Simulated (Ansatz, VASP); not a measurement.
# Two plane-wave programs on Sn4S

```
CELL_PARAMETERS angstrom
-3.32973 3.32973 3.32973
3.32973 -3.32973 3.32973
3.32973 3.32973 -3.32973
ATOMIC_POSITIONS crystal
Sn 0.00000 0.00000 0.50000
Sn 0.50000 0.00000 0.00000
Sn 0.50000 0.50000 0.50000
Sn 0.00000 0.50000 0.00000
S 0.00000 0.00000 0.00000
```

Change from the starting cell: species swapped into the NiHg4 type (Im-3m, No. 229).

Alike in both runs: functional PBE; k mesh 4 × 4 × 4; occupations gaussian, width 0.1 eV; no spin polarisation.

Ansatz relaxed the structure, and its values are those at the end. VASP's run is a single point on that final structure, the one shown.

|  | VASP | Ansatz |
| --- | --- | --- |
| version | VASP 6.6.1 | Ansatz 0.2.0 |
| potentials or method | VASP PAW PBE potentials, release 64 (Sn_d, S) | scalar-relativistic, plane waves, PAW |
| plane-wave cutoff (eV) | 520 | 420 |
| valence electrons in the cell | 62 | 62 |

```tsv
	VASP	Ansatz	Ansatz less VASP
gap on the k mesh at the Fermi level (eV)	none	none	-
pressure (GPa)	-0.2	-0.2	+0.05
```

A gap of «none» marks a metal or a gap that the smearing closes.
